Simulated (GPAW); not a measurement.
# 1 ML Ni on Cu(111), fcc site, 3 substrate layers: from the magnetic state to anisotropy

Aim: the anisotropy of 1 ML Ni on Cu(111), fcc site, 3 substrate layers from the Kohn–Sham states of one collinear run.

Program: GPAW 26.7.0. Level of theory: PBE; plane waves with GPAW's PAW setups, scalar-relativistic. Results are calculated unless marked as measured.

## (1) The structure

The cell holds 4 atoms: 3 Cu and 1 Ni. Cell: a = 2.556 Å, b = 2.556 Å, c = 20.215 Å, α = 90.0°, β = 90.0°, γ = 120.0°. pseudomorphic film on the substrate's lattice, hard-sphere layer spacings, unrelaxed, 14 A of vacuum. Vacuum lies along c.

## (2) Self-consistent state

All later steps read the density of this run.

order1.py

```python
import json
import numpy as np
from ase import Atoms
from ase.parallel import paropen, parprint
from gpaw import GPAW

atoms = Atoms(['Cu', 'Cu', 'Cu', 'Ni'],
    cell=[[2.556191, 0.0, 0.0],
         [-1.278096, 2.213726, 0.0],
         [0.0, 0.0, 20.214529]],
    scaled_positions=[[0.0, 0.0, 0.346286],
         [0.666667, 0.333333, 0.449534],
         [0.333333, 0.666667, 0.552783],
         [0.0, 0.0, 0.653714]],
    pbc=True,
    magmoms=[0.0, 0.0, 0.0, 1.0])
atoms.calc = GPAW(mode={'name': 'pw', 'ecut': 500},
    xc='PBE',
    kpts={'size': (16, 16, 1), 'gamma': True},
    occupations={'name': 'fermi-dirac', 'width': 0.05},
    convergence={'density': 1e-05, 'energy': 1e-05},
    maxiter=250,
    symmetry={'tolerance': 1e-4},
    txt='order1.txt')
e = atoms.get_potential_energy(force_consistent=True)
res = {'free_energy': e, 'energy_sigma0': atoms.get_potential_energy(), 'fermi_energy': atoms.calc.get_fermi_level()}
res['moments'] = atoms.get_magnetic_moments().tolist()
res['total'] = atoms.get_magnetic_moment()
parprint('site moments (muB):', np.round(res['moments'], 3))
parprint(f"total moment: {res['total']:.3f} muB")
parprint(f'free energy: {e:.6f} eV')
atoms.calc.write('order1.gpw')
with paropen('results.json', 'w') as f:
    json.dump(res, f)
```

On the command line:

```
$ OMP_NUM_THREADS=1 mpirun -n 4 gpaw python order1.py > order1.log
```

What it wrote:

```text
site moments (muB): [-0.002 -0.003 -0.005  0.155]
total moment: 0.126 muB
free energy: -17.100209 eV

--- order1.txt ---
Input parameters:
  mode=PW(ecut=500),
  convergence={'density': 1e-05, 'energy': 1e-05},
  kpts=MonkhorstPack(size=(16, 16, 1), gamma=True),
  maxiter=250,
  occupations=Occupations(name='fermi-dirac', width=0.05),
  symmetry=Symmetry(tolerance=0.0001),
  xc=XC(name='PBE')

Diagonalizing LCAO Hamiltonian
Converting LCAO to pw mode

       Ni

        Cu

           Cu

       Cu

Atoms  # Å, Bohr magnetons
|   | symbol |         x |        y |         z |    initial magnetic moments |
|---|--------|-----------|----------|-----------|-----------------------------|
| 0 |     Cu |  0.000000 | 0.000000 |  7.000008 | ( 0.0000,  0.0000,  0.0000) |
| 1 |     Cu |  1.278097 | 0.737908 |  9.087118 | ( 0.0000,  0.0000,  0.0000) |
| 2 |     Cu | -0.000002 | 1.475818 | 11.174248 | ( 0.0000,  0.0000,  0.0000) |
| 3 |     Ni |  0.000000 | 0.000000 | 13.214521 | ( 0.0000,  0.0000,  1.0000) |

Unit cell  # Å
| periodic |         x |        y |         z |   lengths |     angles |
|----------|-----------|----------|-----------|-----------|------------|
|      yes |  2.556191 | 0.000000 |  0.000000 |  2.556191 |  90.000000 |
|      yes | -1.278096 | 2.213726 |  0.000000 |  2.556191 |  90.000000 |
|      yes |  0.000000 | 0.000000 | 20.214529 | 20.214529 | 120.000014 |

Number of symmetries: 6

BZ-sampling:
  Number of BZ points: 256
  Number of IBZ points: 30

  Monkhorst-Pack size: [16, 16, 1]
  Monkhorst-Pack shift: [0.03125, 0.03125, 0.0]

Plane wave coefficients: 2927
Cutoff: 500.0 eV

Spin-components: 2 (collinear spins)
Bands:           34
Projectors:      24
Spin-degeneracy: 1
Datatype:        complex128

Parallelization:
  kpt:    4
  domain: 1
  band:   1

Density:
  Valence electrons: 49.0
  Components: 2
  Grid points: [ 14  14 105]
  Charge: 0.0  # |e|

Potential:
  Grid points: [ 14  14 105]

[... setups left out ...]
Reference energy: -176432.353971  # eV

eigensolver:
  PPCG
  Converge bands: occupied
  niter=2

density mixing:
  MSR1-Mixer
  Pratt-step length: 0.05
  Maximum mixing coefficient: 0.75
  Old densities: 10
  SVD Regularization: 0.005
  Good broyden scale: 1.0
  Trust region scale: 1.0
  Backstep threshold: 4.0
  History deletion threshold: 6.0
  Fourier metric: weight=20.0, sigma=0.015

occupation numbers:
  Fermi-Dirac:
    width: 0.0500  # eV

poisson solver:
  ecut: 4000.0  # eV

xc functional:
  name: PBE with 2 nearest neighbor stencil

convergence criteria:
- Maximum integral of absolute [dens]ity change: 1e-05 electrons / valence electron
- Maximum [total energy] change in last 3 cyles: 1e-05 eV / valence electron
- Maximum integral of absolute [eigenst]ate change: 4e-08 eV^2 / valence electron
maximum number of iterations: 250

SCF iterations
|iter     |      energy | eigst |  dens |  magmom |
|---------|-------------|-------|-------|---------|
|iter:   1|       0s |  -24.886363 | +0.26 |       |  +1.0009|
|iter:   2|       2s |  -22.311796 | -0.86 | -0.79 |  +0.9530|
|iter:   3|       4s |  -19.334468 | -1.40 | -0.89 |  +0.9785|
|iter:   4|       5s |  -17.750940 | -1.65 | -0.97 |  +0.9359|
|iter:   5|       7s |  -17.237445 | -1.87 | -1.30 |  +0.9104|
|iter:   6|       9s |  -17.104497 | -2.11 | -1.43 |  +0.8450|
|iter:   7|      11s |  -17.101734 | -3.44 | -1.74 |  +0.8162|
|iter:   8|      13s |  -17.075649 | -3.05 | -1.72 |  +0.7136|
|iter:   9|      15s |  -17.074290 | -3.43 | -1.96 |  +0.6628|
|iter:  10|      17s |  -17.075581 | -3.60 | -2.05 |  +0.5712|
|iter:  11|      19s |  -17.076220 | -3.83 | -2.34 |  +0.5135|
|iter:  12|      21s |  -17.081154 | -4.24 | -2.53 |  +0.4399|
|iter:  13|      23s |  -17.080311 | -4.19 | -2.42 |  +0.4123|
|iter:  14|      25s |  -17.084203 | -4.10 | -2.59 |  +0.3031|
|iter:  15|      27s |  -17.087727 | -3.76 | -2.56 |  +0.1956|
|iter:  16|      29s |  -17.088607 | -3.60 | -2.50 |  +0.1080|
|iter:  17|      31s |  -17.087788 | -4.30 | -2.69 |  +0.1422|
|iter:  18|      33s |  -17.087651 | -4.82 | -2.95 |  +0.1409|
|iter:  19|      34s |  -17.088455 | -4.96 | -3.03 |  +0.1354|
|iter:  20|      36s |  -17.088000 | -5.58 | -3.18 |  +0.1400|
|iter:  21|      38s |  -17.088193c| -5.74 | -3.56 |  +0.1371|
|iter:  22|      40s |  -17.088150c| -6.33 | -3.73 |  +0.1355|
|iter:  23|      42s |  -17.088170c| -6.18 | -3.99 |  +0.1324|
|iter:  24|      44s |  -17.088286c| -6.31 | -4.15 |  +0.1282|
|iter:  25|      46s |  -17.088220c| -6.02 | -4.01 |  +0.1254|
|iter:  26|      48s |  -17.088255c| -6.58 | -4.01 |  +0.1254|
|iter:  27|      50s |  -17.088246c| -7.56c| -4.61 |  +0.1258|
|iter:  28|      51s |  -17.088245c| -7.83c| -5.04c|  +0.1258|

Converged in 28 steps
Energy contributions relative to reference atoms: (reference = -176432.353971)

Energy contributions:
  Kinetic:         -32.979290
  Coulomb:          26.061973
  Zero:              0.320541
  External:          0.000000
  Xc:              -10.479505
  Entropy:          -0.023928
  Spinorbit:         0.000000
  ----------------------------
  Free energy:     -17.100209
  Extrapolated:    -17.088245

dipole moment: (-5.365741, -9.294603, -0.023874)  # |e|*Ang

Total magnetic moment: (0.000000, 0.000000, 0.125816)

Local magnetic moments
|        x |        y |         z |
|----------|----------|-----------|
| 0.000000 | 0.000000 | -0.001677 |  # Cu   0
| 0.000000 | 0.000000 | -0.002543 |  # Cu   1
| 0.000000 | 0.000000 | -0.004823 |  # Cu   2
| 0.000000 | 0.000000 |  0.155450 |  # Ni   3

Fermi level: 0.369
Eigenvalues  # (at kpt = [0.000, 0.000, 0.000])
| band index |      eig [eV] | occ [0-1] |      eig [eV] | occ [0-1] |
|------------|---------------|-----------|---------------|-----------|
|          0 |       -62.753 |     1.000 |       -62.547 |     1.000 |
|        ... |               |           |               |           |
|         19 |        -1.486 |     1.000 |        -1.412 |     1.000 |
|         20 |        -1.335 |     1.000 |        -1.330 |     1.000 |
|         21 |        -1.335 |     1.000 |        -1.330 |     1.000 |
|         22 |        -0.950 |     1.000 |        -0.789 |     1.000 |
|         23 |        -0.950 |     1.000 |        -0.789 |     1.000 |
|         24 |        -0.493 |     1.000 |        -0.462 |     1.000 |
|         25 |         0.176 |     0.980 |         0.321 |     0.724 |
|         26 |         0.176 |     0.980 |         0.321 |     0.724 |
|         27 |         0.517 |     0.049 |         0.508 |     0.059 |
|         28 |         4.824 |     0.000 |         4.825 |     0.000 |
|         29 |         5.132 |     0.000 |         5.127 |     0.000 |
|         30 |         6.579 |     0.000 |         6.576 |     0.000 |
|         31 |         6.901 |     0.000 |         6.901 |     0.000 |
|         32 |         9.281 |     0.000 |         9.276 |     0.000 |
|         33 |         9.878 |     0.000 |         9.879 |     0.000 |

No gap
No difference between direct/indirect transitions
```

Run time: 56 s. Hardware: 4 MPI ranks of Arm Neoverse V2, shared host; peak memory 0.92 GiB.

Spin moment in the augmentation sphere by atom:

```csv
atom,spin moment in the augmentation sphere (μB)
Cu1,-0.002
Cu2,-0.003
Cu3,-0.005
Ni4,0.155
```

Numbers from this step:

| Property | Result |
| --- | --- |
| magnetization | 0.1258 μB |
| final state | ferromagnetic |

After 28 cycles the largest moment stands at 0.155 μB.

## (3) Non-self-consistent run

The steps that follow sum over empty states, which the ground-state run does not converge; 41 states a spin are converged here at the frozen density and written with their wave functions.

It starts from the saved density of the lowest of the states tried.

nscf.py

```python
from gpaw import GPAW

calc = GPAW('order1.gpw').fixed_density(
    kpts={'size': (24, 24, 1), 'gamma': True},
    nbands=45,
    convergence={'bands': 41, 'eigenstates': 1e-9},
    eigensolver='ppcg',
    parallel={'domain': 1},
    txt='nscf.txt')
calc.write('nscf.gpw', mode='all')
```

On the command line:

```
$ OMP_NUM_THREADS=1 mpirun -n 4 gpaw python nscf.py > nscf.log
```

What it wrote:

```text
Input parameters:
  mode=PW(ecut=500),
  convergence={'bands': 41, 'eigenstates': 1e-09},
  eigensolver=PPCG(niter=2, min_niter=1, max_buffer_mem=209715200, blocksize=None, rr_modulo=5, include_cg=True, promote_inner_dtype=False, tolerances=None),
  gpts=array([ 14,  14, 105]),
  kpts=MonkhorstPack(size=(24, 24, 1), gamma=True),
  maxiter=250,
  nbands=45,
  occupations=Occupations(name='fermi-dirac', width=0.05),
  parallel={'domain': 1},
  symmetry=Symmetry(tolerance=0.0001),
  xc=XC(name='PBE')
```

The job ended after 2.1 min (4 MPI ranks; peak memory 1.2 GiB; 8.2 min of CPU time).

## (4) Energy against the direction of the moments

Spin–orbit coupling is added in the basis of the saved states for each direction of the moments. The change in the band energy is the anisotropy energy, with no new self-consistent run.

anisotropy.py

```python
import json
import numpy as np
from ase.parallel import paropen, parprint
from gpaw import GPAW
from gpaw.spinorbit import soc_eigenstates

calc = GPAW('nscf.gpw')
angles = [[0.0, 0.0], [90.0, 0.0], [90.0, 90.0], [45.0, 0.0]]  # theta, phi in degrees
res = {'rows': []}
for scale in [1.0]:
    e0 = None
    for theta, phi in angles:
        soc = soc_eigenstates(calc, n2=41, scale=scale, theta=theta, phi=phi)
        e = soc.calculate_band_energy()
        e0 = e if e0 is None else e0
        orbital = soc.get_orbital_magnetic_moments()
        res['rows'].append([scale, theta, phi, 1000 * (e - e0), orbital.tolist()])
        parprint(f'scale {scale} theta {theta:6.1f} phi {phi:6.1f}  dE = {1000 * (e - e0):9.4f} meV  |L| =', np.round(np.linalg.norm(orbital, axis=1), 4))
with paropen('results.json', 'w') as f:
    json.dump(res, f)
```

On the command line:

```
$ OMP_NUM_THREADS=1 mpirun -n 4 gpaw python anisotropy.py > anisotropy.log
```

What it wrote:

```text
scale 1.0 theta    0.0 phi    0.0  dE =    0.0000 meV  |L| = [0.     0.0001 0.0003 0.023 ]
scale 1.0 theta   90.0 phi    0.0  dE =   -0.1197 meV  |L| = [0.0002 0.0001 0.001  0.0313]
scale 1.0 theta   90.0 phi   90.0  dE =   -0.1197 meV  |L| = [0.0002 0.0001 0.001  0.0313]
scale 1.0 theta   45.0 phi    0.0  dE =   -0.0595 meV  |L| = [0.0001 0.0001 0.0007 0.0275]
```

Run time: 6.6 s. Hardware: 4 MPI ranks; peak memory 1.3 GiB; 26 s of CPU time.

Directions, in the order of the table: the normal; the first cell vector; the in-plane normal to it; 0.50 of the way from the normal to the first cell vector.

Theta from the Cartesian z axis, phi from x; spin up lies along the direction. Anisotropy, by row:

```csv
spin-orbit scale,theta (degrees),phi (degrees),band energy less the first direction's (meV a cell),orbital moment of atom 4 along the direction (μB),sum of orbital moments along the direction (μB a cell)
1,0,0,0,0.02297,0.02254
1,90,0,-0.1197,0.03134,0.0324
1,90,90,-0.1197,0.03134,0.03241
1,45,0,-0.05954,0.02716,0.02748
```

## (5) Outcome

```json
{"state": "ferromagnetic", "largest site moment": "0.155 μB", "spread of the directions' energies": "0.120 meV a cell", "easiest direction tried": "the plane normal to the layer's normal"}
```

**Reading.** About the ferromagnetic state the directions differ by 0.120 meV a cell, with the plane normal to the layer's normal easiest. No opposed order was compared. The anisotropy comes from the force theorem at a frozen potential; it needs a check on a finer mesh, and shape anisotropy is not in it.

[Logs and program files are shortened in this print: banners, set-up blocks, solver, clock and traceback lines can be left out without a mark of their own.]

[Logs are printed without paths, hosts, clocks, repeated set-up lines and the standing remarks that a program may print on its own settings, such as how far it seeks lower states.]

[Hosts, paths, dates, database ids (printed as entryN), source tags and the programs' standing remarks are cut or masked in the printed files.]

[Where a cell is said to come from a database of computed structures, the database is the Materials Project.]
